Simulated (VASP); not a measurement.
# CuCl (Nantokite) (F-43m) in VASP: settings compared

The runs below take CuCl (Nantokite) through single point, relaxation of cell and atoms, with PBE, PBE+D3(BJ).

All numbers are computed with VASP 6.6.1; they aren't measurements. Logs are shortened: lines on timing, memory, paths and dates and some standing lists are left out, and cuts for length are marked.

**The experiment to reproduce.**

From a printed reference work, data compilation, for a bulk crystal of CuCl at 4.2 K: band gap 3.399 eV (direct).

How close the calculation comes is told below.

**1. The structure**

Symmetry: F-43m, No. 216, cubic system. Conventional cell: a = 5.406 Å, b = 5.406 Å, c = 5.406 Å, α = 90.00°, β = 90.00°, γ = 90.00°. Around Cu (site symmetry -43m) lie 4 Cl at 2.34 Å. Around Cl (site symmetry -43m) lie 4 Cu at 2.34 Å.

**2. Single point, PBE**

File INCAR:

```
PREC     = Accurate       # precision mode
ENCUT    = 520            # plane-wave cutoff, eV
EDIFF    = 1E-6           # SCF threshold, eV
ISMEAR   = 0              # smearing method
SIGMA    = 0.03           # smearing width, eV
LREAL    = False          # projectors in reciprocal space
LASPH    = True           # aspherical terms in the spheres
NELM     = 80             # most SCF steps
ALGO     = Normal         # electronic algorithm
ISIF     = 2              # what is computed and relaxed
LWAVE    = False          # write WAVECAR
LCHARG   = False          # write CHGCAR
GGA      = PE             # functional
NBANDS   = 16             # bands
KPAR     = 4
```

File KPOINTS:

```
regular mesh
0
Gamma
  6 6 6
```

File POSCAR:

```
CuCl
1.0
    0.0000000000      2.7028500000      2.7028500000
    2.7028500000      0.0000000000      2.7028500000
    2.7028500000      2.7028500000      0.0000000000
Cu Cl
1 1
Direct
    0.0000000000      0.0000000000      0.0000000000
    0.2500000000      0.2500000000      0.2500000000
```

Potentials or basis: VASP PAW PBE potentials, release 64 (Cu, Cl).

Run with:

```
$ cat potpaw_PBE.64/Cu/POTCAR potpaw_PBE.64/Cl/POTCAR > POTCAR
$ mpirun -np 4 vasp_std > vasp.out
```

OUTCAR:

```text
PREC = Accurate
   ENCUT = 520
   EDIFF = 1E-6
   ISMEAR = 0
   LREAL = False
   LASPH = True
   NELM = 80
   ISIF = 2
   GGA = PE

 ion  position               nearest neighbor table
   1  0.000  0.000  0.000-   2 2.34   2 2.34   2 2.34   2 2.34
   2  0.250  0.250  0.250-   1 2.34   1 2.34   1 2.34   1 2.34

  LATTYP: Found a face centered cubic cell.
 ALAT       =     5.4057000000

  Lattice vectors:

 A1 = (   0.0000000000,   2.7028500000,   2.7028500000)
 A2 = (   2.7028500000,   0.0000000000,   2.7028500000)
 A3 = (   2.7028500000,   2.7028500000,   0.0000000000)

Analysis of symmetry for initial positions (statically):
=====================================================================
 Subroutine PRICEL returns:
 Original cell was already a primitive cell.

 Routine SETGRP: Setting up the symmetry group for a
 face centered cubic supercell.

 Subroutine GETGRP returns: Found 24 space group operations
 (whereof 24 operations were pure point group operations)
 out of a pool of 48 trial point group operations.

The static configuration has the point symmetry T_d .

Analysis of symmetry for dynamics (positions and initial velocities):
=====================================================================
 Subroutine PRICEL returns:
 Original cell was already a primitive cell.

 Routine SETGRP: Setting up the symmetry group for a
 face centered cubic supercell.

 Subroutine GETGRP returns: Found 24 space group operations
 (whereof 24 operations were pure point group operations)
 out of a pool of 48 trial point group operations.

The dynamic configuration has the point symmetry T_d .

 Subroutine INISYM returns: Found 24 space group operations
 (whereof 24 operations are pure point group operations),
 and found     1 'primitive' translations

----------------------------------------------------------------------------------------

                                     Primitive cell

  volume of cell :      39.4908

  direct lattice vectors                    reciprocal lattice vectors
     0.000000000  2.702850000  2.702850000    -0.184989918  0.184989918  0.184989918
     2.702850000  0.000000000  2.702850000     0.184989918 -0.184989918  0.184989918
     2.702850000  2.702850000  0.000000000     0.184989918  0.184989918 -0.184989918

  length of vectors
     3.822407127  3.822407127  3.822407127     0.320411937  0.320411937  0.320411937

  position of ions in fractional coordinates (direct lattice)
     0.000000000  0.000000000  0.000000000
     0.250000000  0.250000000  0.250000000

  ion indices of the primitive-cell ions
   primitive index   ion index
                 1           1
                 2           2

----------------------------------------------------------------------------------------

 KPOINTS: regular mesh

Automatic generation of k-mesh.
 Grid dimensions read from file:
 generate k-points for:    6    6    6

 Generating k-lattice:

  Cartesian coordinates                     Fractional coordinates (reciprocal lattice)
    -0.030831653  0.030831653  0.030831653     0.166666667  0.000000000  0.000000000
     0.030831653 -0.030831653  0.030831653     0.000000000  0.166666667  0.000000000
     0.030831653  0.030831653 -0.030831653     0.000000000  0.000000000  0.166666667

  Length of vectors
     0.053401989  0.053401989  0.053401989

  Shift w.r.t. Gamma in fractional coordinates (k-lattice)
     0.000000000  0.000000000  0.000000000

 Subroutine IBZKPT returns following result:
 ===========================================

 Found     16 irreducible k-points:

 Following reciprocal coordinates:
            Coordinates               Weight
  0.000000  0.000000  0.000000      1.000000
  0.166667  0.000000  0.000000      8.000000
  0.333333  0.000000  0.000000      8.000000
  0.500000  0.000000  0.000000      4.000000
  0.166667  0.166667  0.000000      6.000000
  0.333333  0.166667  0.000000     24.000000
[... 8 lines left out ...]
 -0.333333  0.333333  0.166667     24.000000
 -0.333333  0.500000  0.166667     12.000000
   k-points           NKPTS =     16   k-points in BZ     NKDIM =     16   number of bands    NBANDS=     16
   number of dos      NEDOS =    301   number of ions     NIONS =      2
   total plane-waves  NPLWV =  21952
   dimension x,y,z NGX =    28 NGY =   28 NGZ =   28
   dimension x,y,z NGXF=    56 NGYF=   56 NGZF=   56
   ions per type =               1   1
   NGX,Y,Z   is equivalent  to a cutoff of  12.18, 12.18, 12.18 a.u.
   NGXF,Y,Z  is equivalent  to a cutoff of  24.36, 24.36, 24.36 a.u.
 SYSTEM =  unknown system
   PREC   = accura    normal or accurate (medium, high low for compatibility)
   ISTART =      0    job   : 0-new  1-cont  2-samecut
   ICHARG =      2    charge: 1-file 2-atom 10-const
   ISPIN  =      1    spin polarized calculation?
   LNONCOLLINEAR =      F non collinear calculations
   LSORBIT =      F    spin-orbit coupling
   LASPH  =      T    aspherical Exc in radial PAW
   ENCUT  =  520.0 eV  38.22 Ry    6.18 a.u.   7.11  7.11  7.11*2*pi/ulx,y,z
   NELM   =     80;   NELMIN=  2; NELMDL= -5     # of ELM steps
   EDIFF  = 0.1E-05   stopping-criterion for ELM
   LREAL  =      F    real-space projection
   EDIFFG = 0.1E-04   stopping-criterion for IOM
   NSW    =      0    number of steps for IOM
   IBRION =     -1    ionic relax: 0-MD 1-quasi-New 2-CG
   NFREE  =      0    steps in history (QN), initial steepest desc. (CG)
   ISIF   =      2    stress and relaxation
   ISYM   =      2    0-nonsym 1-usesym 2-fastsym
   POTIM  = 0.5000    time-step for ionic-motion
   TEBEG  =    0.0;   TEEND  =   0.0 temperature during run
   PSTRESS=    0.0 pullay stress
   NELECT =      18.0000    total number of electrons
   NUPDOWN=      -1.0000    fix difference up-down
   EMIN   =  10.00;   EMAX   =-10.00  energy-range for DOS
   EFERMI =   0.00;   METHOD = LEGACY
   ISMEAR =     0;   SIGMA  =   0.03  broadening in eV -4-tet -1-fermi 0-gaus
   EFERMI_NEDOS =   21; number of points for ismear=-14 and -15
   IALGO  =     38    algorithm
   IMIX   =      4    mixing-type and parameters
     AMIX     =   0.40;   BMIX     =  1.00
     AMIX_MAG =   1.60;   BMIX_MAG =  1.00
  volume/ion in A,a.u.               =      19.75       133.25
  Fermi-wavevector in a.u.,A,eV,Ry     =   1.259893  2.380853 21.596947  1.587331
  Thomas-Fermi vector in A             =   2.393430
   LORBIT       =      0    0 simple, 1 ext, 2 COOP (PROOUT), +10 PAW based schemes
   GGA     = PE    functional components
   LHFCALC =     F    Hartree Fock is set to
   AEXX    =    0.0000 exact exchange contribution
   IVDW    =     0    specifies the selected vdW correction
   LEPSILON=     F    determine dielectric tensor
   LRPA    =     F    only Hartree local field effects (RPA)
 non-spin polarized calculation
 Gauss-broadening in eV      SIGMA  =   0.03
  energy-cutoff  :      520.00
  volume of cell :       39.49
 maximum number of plane-waves:      1090
   NGX = 15   NGY = 15   NGZ = 15

 number of electron      17.9999990 magnetization

 Free energy of the ion-electron system (eV)
  ---------------------------------------------------
  ext. energy  EPLUGINS =         0.00000000
  ---------------------------------------------------
  free energy    TOTEN  =        -6.34084152 eV

  energy without entropy =       -6.34084152  energy(sigma->0) =       -6.34084152

 E-fermi :   4.0737     XC(G=0):  -9.4288

 val. band max:        3.9260161343   @ k =   0.0000   0.0000   0.0000
 cond. band min:       4.4754890766   @ k =   0.0000   0.0000   0.0000
 fundamental gap:      0.5494729423
 Fermi energy:         4.0737180188

 k-point     1 :       0.0000    0.0000    0.0000
  band No.  band energies     occupation
      1     -13.1293      2.00000
      2      -1.0269      2.00000
      3      -1.0269      2.00000
      4      -1.0269      2.00000
      5       2.4352      2.00000
      6       2.4352      2.00000
[... 8 lines left out ...]
     15      15.6622      0.00000
     16      16.6553      0.00000

 k-point     2 :       0.1667    0.0000    0.0000
  band No.  band energies     occupation
      1     -13.0232      2.00000
      2      -1.5258      2.00000
      3      -1.0201      2.00000
      4      -1.0201      2.00000
      5       2.4230      2.00000
      6       2.4230      2.00000
[... 8 lines left out ...]
     15      14.9343      0.00000
     16      16.8508      0.00000

 k-point     3 :       0.3333    0.0000    0.0000
  band No.  band energies     occupation
      1     -12.7982      2.00000
      2      -2.3575      2.00000
      3      -1.0118      2.00000
      4      -1.0118      2.00000
      5       2.4515      2.00000
      6       2.4515      2.00000
[... 8 lines left out ...]
     15      15.4139      0.00000
     16      15.8789      0.00000

 k-point     4 :       0.5000    0.0000    0.0000
  band No.  band energies     occupation
      1     -12.6784      2.00000
      2      -2.7269      2.00000
      3      -1.0106      2.00000
      4      -1.0106      2.00000
      5       2.5070      2.00000
      6       2.5070      2.00000
[... 8 lines left out ...]
     15      16.9939      0.00000
     16      16.9939      0.00000
[... 172 lines left out ...]
 k-point    14 :       0.5000    0.3333    0.1667
  band No.  band energies     occupation
      1     -12.6485      2.00000
      2      -2.3212      2.00000
      3      -1.4574      2.00000
      4      -1.0869      2.00000
      5       2.3216      2.00000
      6       2.4794      2.00000
[... 8 lines left out ...]
     15      17.4999      0.00000
     16      17.7618      0.00000

 k-point    15 :      -0.3333    0.3333    0.1667
  band No.  band energies     occupation
      1     -12.5689      2.00000
      2      -2.2869      2.00000
      3      -1.7285      2.00000
      4      -1.1268      2.00000
      5       2.2753      2.00000
      6       2.4216      2.00000
[... 8 lines left out ...]
     15      16.8915      0.00000
     16      17.7891      0.00000

 k-point    16 :      -0.3333    0.5000    0.1667
  band No.  band energies     occupation
      1     -12.5318      2.00000
      2      -2.3787      2.00000
      3      -1.5878      2.00000
      4      -1.2165      2.00000
      5       2.2599      2.00000
      6       2.3748      2.00000
[... 8 lines left out ...]
     15      17.5893      0.00000
     16      17.7782      0.00000

------------------------ aborting loop because EDIFF is reached ----------------------------------------

  FORCE on cell =-STRESS in cart. coord.  units (eV):
  Direction    XX          YY          ZZ          XY          YZ          ZX
  --------------------------------------------------------------------------------------
  -------------------------------------------------------------------------------------
  Total        0.1449355      0.1449355      0.1449355      0.0000000      0.0000000      0.0000000
  in kB        5.8801645      5.8801645      5.8801645      0.0000000      0.0000000      0.0000000
  external PRESSURE =       5.8801645 kB  Pullay stress =       0.0000000 kB

 VOLUME and BASIS-vectors are now :
 -----------------------------------------------------------------------------
  energy-cutoff  :      520.00
  volume of cell :       39.49
      direct lattice vectors                 reciprocal lattice vectors
     0.000000000  2.702850000  2.702850000    -0.184989918  0.184989918  0.184989918
     2.702850000  0.000000000  2.702850000     0.184989918 -0.184989918  0.184989918
     2.702850000  2.702850000  0.000000000     0.184989918  0.184989918 -0.184989918

 POSITION                                       TOTAL-FORCE (eV/Angst)
 -----------------------------------------------------------------------------------
      0.00000      0.00000      0.00000        -0.000000     -0.000000     -0.000000
      1.35143      1.35143      1.35143         0.000000      0.000000      0.000000
 -----------------------------------------------------------------------------------
    total drift:                               -0.000001     -0.000001     -0.000001

  FREE ENERGIE OF THE ION-ELECTRON SYSTEM (eV)
  ---------------------------------------------------
  free  energy   TOTEN  =        -6.3408415210 eV

  energy  without entropy=       -6.3408415210  energy(sigma->0) =       -6.34084152
```

Run time: 2.7 s. Hardware: 4 MPI ranks of Intel Xeon 6975P-C (Granite Rapids), shared host; peak memory 0.14 GiB.

Results:

- Free energy: -6.3408 eV
- Pressure: 0.6 GPa
- Band gap on the k mesh: 0.55 eV, direct

(Part 1 of 2 ends here.)
